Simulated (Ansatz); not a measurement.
# Structure relaxation of Cr

Method: Ansatz 0.2.0, DFT PBE, scalar-relativistic, plane waves, PAW. Cutoff 420 eV, Γ-centred k mesh, Gaussian smearing, no spin polarisation in the final step.

Cr was placed on the diamond structure type (Fd-3m, No. 227), at a guessed volume.

```
Cr
1.0
     0.00000    2.46338    2.46338
     2.46338    0.00000    2.46338
     2.46338    2.46338    0.00000
Cr
2
Direct
  0.50000 0.50000 0.50000
  0.75000 0.75000 0.75000
```

Steps on the 6×6×6 mesh (2 atoms). 4 of 5 steps are shown, and the free energy counts from the last. Trial steps that were taken back and renewals of the plane-wave basis can be among the rows.

| step | ΔF (meV/atom) | V (Å³/atom) | P (GPa) |
| --- | --- | --- | --- |
| 1 | 53.6 | 14.95 | 11.79 |
| 2 | 13.0 | 15.73 | 5.21 |
| 3 | 1.1 | 16.42 | 0.63 |
| 5 | 0.0 | 16.52 | 0.10 |

A final relaxation ran on a 18×18×18 mesh. The relaxed crystal, Fd-3m (No. 227):

```
Cr
1.0
     0.00000    2.54694    2.54694
     2.54694    0.00000    2.54694
     2.54694    2.54694    0.00000
Cr
2
Direct
  0.50000 0.50000 0.50000
  0.75000 0.75000 0.75000
```

| Item | Value |
| --- | --- |
| Volume per atom | 16.52 Å³ |
| Density | 5.23 g/cm³ |
| Energy over the standard structure | 2.18 eV/atom |
| Gap on the 18×18×18 mesh | 0 eV (a metal) |

Energies count from the standard state of Cr at the same level.

The final run used a 18×18×18 mesh on its 2-atom cell and 0.10 eV smearing. The k mesh leaves about 4 meV/atom of noise in metals.

Symmetry constrained the relaxation, so the result can be a saddle point.